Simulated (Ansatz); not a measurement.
Base system: ZnTe in the zinc blende structure (space group F-43m, No. 216; a = 6.113 Å). Axes: x, y, z lie along the cube axes.

Level of theory: r2SCAN, PAW, 500 eV (Ansatz, a first-principles code; without spin-orbit coupling).

Strains are applied to the cell and any free atomic positions relax; under biaxial strain the out-of-plane vector relaxes too.

One change was made to it. Results:

```json
[
 {"quantity": "valence-band top at Γ (three highest levels, from the VBM)", "base": "0.00, 0.00, 0.00 eV", "after": "0.00, 0.00, -0.06 eV"},
 {"quantity": "band gap", "base": "1.79 eV", "after": "1.69 eV"},
 {"quantity": "energy relative to the base (free energy F)", "base": "0 meV/atom", "after": "+1.6 meV/atom"}
]
```

Which of these changes matches the shifts?
(A) tensor shear ε_yz = +1.95 %
(B) uniaxial strain ε_yy = +1.59 %
(C) uniaxial strain ε_yy = −5.43 %
(D) biaxial strain +1.35 %, plane normal [111], relaxed out of plane

B, uniaxial strain ε_yy = +1.59 %. For comparison, the band gap in the other runs: tensor shear ε_yz = +1.95 % gives 1.64 eV; uniaxial strain ε_yy = −5.43 % gives 1.93 eV; biaxial strain +1.35 %, plane normal [111], relaxed out of plane gives 1.61 eV.

With Te present, leaving out spin-orbit coupling can change the band edges. Whether these cells are dynamically stable was not tested.
